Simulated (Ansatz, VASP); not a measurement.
**Tl in VASP and in Ansatz**

```
Tl
1.0
     2.77962    1.60481    1.11495
    -2.77962    1.60481    1.11495
     0.00000   -3.20962    1.11495
Tl
1
Direct
  0.50000 0.50000 0.50000
```

Alike in both runs: functional r2SCAN; k mesh 6 × 6 × 6; occupations gaussian, width 0.1 eV; no spin polarisation.

Ansatz relaxed the structure, and its values are those at the end. VASP's run is a single point on that final structure, the one shown.

|  | VASP | Ansatz |
| --- | --- | --- |
| version | VASP 6.6.1 | Ansatz 0.2.0 |
| potentials or method | VASP PAW PBE potentials, release 64 (Tl_d) | scalar-relativistic, plane waves, PAW |
| plane-wave cutoff (eV) | 520 | 500 |
| valence electrons in the cell | 13 | 13 |

```csv
,VASP,Ansatz,Ansatz less VASP
gap on the k mesh at the Fermi level (eV),none,none,-
pressure (GPa),0.3,0.3,+0.04
```

A gap of «none» marks a metal or a gap that the smearing closes.

Caveats: the k mesh is coarse (spacing up to 0.38 Å⁻¹), so the values aren't converged; the PAW data sets were made with another functional, which shifts forces and pressure a little (VASP). Spin-orbit coupling is left out, which matters for the levels of Tl.
